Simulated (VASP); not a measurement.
# CO2 under changes of volume

One of the cells (7.992 Å³/atom); the others are scaled copies at fixed shape and fractional positions:

```
O C
1.0
    -1.98781    1.98781    3.03402
     1.98781   -1.98781    3.03402
     1.98781    1.98781   -3.03402
O C
4 2
Direct
  0.87500 0.95980 0.58480
  0.37500 0.29020 0.41520
  0.04020 0.62500 0.91520
  0.70980 0.12500 0.08480
  0.00000 0.00000 0.00000
  0.75000 0.25000 0.50000
```

The cell comes from a database or a generator and needn't be the stable form of this composition.

```yaml
Program: VASP 6.6.1
Functional: PBEsol
Potentials_or_basis: VASP PAW PBE potentials, release 64 (O, C)
Cutoff: 520 eV
k_mesh: 9 × 9 × 9
Occupations: fermi-dirac, width 0.05 eV
Spin: no spin polarisation
```

| volume (Å³/atom) | energy over the lowest point (meV/atom) | pressure (GPa) | gap on the mesh (eV) | largest force (eV/Å) |
| --- | --- | --- | --- | --- |
| 7.366 | 13.50 | 12.9 | 7.76 | 0.813 |
| 7.522 | ? | ? | ? | ? |
| 7.679 | 0.00 | 0.4 | 7.62 | 0.166 |
| 7.992 | 8.62 | -9.7 | 7.45 | 0.385 |
| 8.149 | 19.85 | -14.0 | 7.36 | 0.628 |
| 8.306 | 35.09 | -17.9 | 7.25 | 0.853 |

What does the run at 7.522 Å³/atom give?

Energy over the lowest point 3.68 meV/atom; pressure 6.3 GPa; gap on the mesh 7.69 eV; largest force 0.476 eV/Å.

Worked out: A Birch-Murnaghan fit of order 3 (a polynomial in V^(-2/3)) to the other rows has its minimum at 7.70 Å³/atom with B0 = V·E''(V) = 273 GPa and B' = 4.4 at fixed shape and positions, which overstates the stiffness. It gives 3.70 meV/atom at 7.522 Å³/atom, against the run's 3.68, and -dE/dV = 6.8 GPa, against 6.3. A parabola through the other rows of the gap, of slope -3.32 eV per unit of ln V there, gives 7.69 eV, against the run's 7.69.

Energies are extrapolated to zero smearing.

Caveats: the PAW data sets were made with another functional, which shifts forces and pressure a little; an odd mesh through Γ misses points on the zone boundary, where band edges often lie.
